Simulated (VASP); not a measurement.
Set up this calculation in VASP 6.6.1, as the native input.

```yaml
Task: single point
Functional: PBEsol
Potentials_or_basis: VASP PAW PBE potentials, release 64 (B, As)
Cutoff: 520 eV
k_mesh: 12 × 12 × 12
Occupations: gaussian, width 0.05 eV
Spin: no spin polarisation
Dipole_correction: no
Further_INCAR_settings: ALGO = Fast; EDIFF = 1e-06; NBANDS = 11
```

The structure of BAs lies in POSCAR:

```
BAs
1.0
    0.0000000000      2.5214610880      2.1432419248
    2.5214610880      0.0000000000      2.1432419248
    2.5214610880      2.5214610880      0.0000000000
B As
1 1
Direct
    0.0000000000      0.0000000000      0.0000000000
    0.7500000000      0.7500000000      0.7500000000
```

Measurements of this composition are mostly on another form, of space group No. 216.

One way to write it, as run:

INCAR

```
SYSTEM = BAs
ALGO = Fast ; EDIFF = 1E-6
ENCUT = 520 ; GGA = PS
ISIF = 2 ; ISMEAR = 0
LASPH = .True. ; LCHARG = .False.
LREAL = .False. ; LWAVE = .False.
NBANDS = 11 ; NELM = 80
PREC = Accurate ; SIGMA = 0.05
```

KPOINTS

```
k-points
0
Gamma
  12 12 12
  0 0 0
```

Potentials or basis: VASP PAW PBE potentials, release 64 (B, As).

Launch:

```console
$ cat potpaw_PBE.64/B/POTCAR potpaw_PBE.64/As/POTCAR > POTCAR
$ mpirun -np 1 vasp_std > vasp.out
```

Results of the run:

```json
{
  "Pressure": "-0.6 GPa",
  "Band gap on the k mesh": "none (metal or under the smearing width)"
}
```

Caveat: the PAW data sets were made with another functional, which shifts forces and pressure a little.

Wall time 39 s on 1 thread of Intel(R) Xeon(R) Platinum 8488C (Sapphire Rapids) (shared host), peak memory 0.19 GiB.
